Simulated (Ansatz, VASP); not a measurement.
# Two plane-wave programs on KI

The input INCAR:

```
PREC = Accurate
ENCUT = 520
EDIFF = 1E-7
ISMEAR = 0
SIGMA = 0.02
LREAL = F
LASPH = T
NELM = 80
ALGO = Normal
ISIF = 2
LWAVE = F
LCHARG = F
GGA = PE
NBANDS = 15
```

KPOINTS

```
Automatic mesh
0
Gamma
  6 6 6
```

The input POSCAR:

```
KI
1.0
    0.0000000000      3.6237111715      3.6237111715
    3.6237111715      0.0000000000      3.6237111715
    3.6237111715      3.6237111715      0.0000000000
K I
1 1
Direct
    0.0000000000      0.0000000000      0.0000000000
    0.5000000000      0.5000000000      0.5000000000
```

Input for Ansatz:

```yaml
crystal:
  lattice:
    - [0.0, 3.6237111715, 3.6237111715]
    - [3.6237111715, 0.0, 3.6237111715]
    - [3.6237111715, 3.6237111715, 0.0]
  atoms:
    - { symbol: K, position: [0.0, 0.0, 0.0] }
    - { symbol: I, position: [0.5, 0.5, 0.5] }
basis:
  ecutwfc: 420
kpoints:
  mp_grid: { grid: [6, 6, 6] }
hamiltonian:
  xc: pbe
scf:
  occupations: { method: gaussian, width: 0.02 }
output:
  forces: true
  stress: true
  eigenvalues: true
```

Alike in both runs: task single point; functional PBE; k mesh 6 × 6 × 6; occupations gaussian, width 0.02 eV; no spin polarisation.

|  | VASP | Ansatz |
| --- | --- | --- |
| version | VASP 6.6.1 | Ansatz 0.2.0 |
| potentials or method | VASP PAW PBE potentials, release 64 (K_sv, I) | scalar-relativistic, plane waves, PAW |
| plane-wave cutoff (eV) | 520 | 420 |
| valence electrons in the cell | 16 | 26 |

```tsv
	VASP	Ansatz	Ansatz less VASP
gap on the k mesh at the Fermi level (eV)	3.79	3.80	+0.003
least direct gap on the mesh (eV)	3.79	3.80	+0.003
pressure (GPa)	-0.3	-0.3	-0.02
```

The two sets of potentials don't hold the same shells in valence.

Caveats: spin-orbit coupling is left out, which moves the levels of the heavy elements.
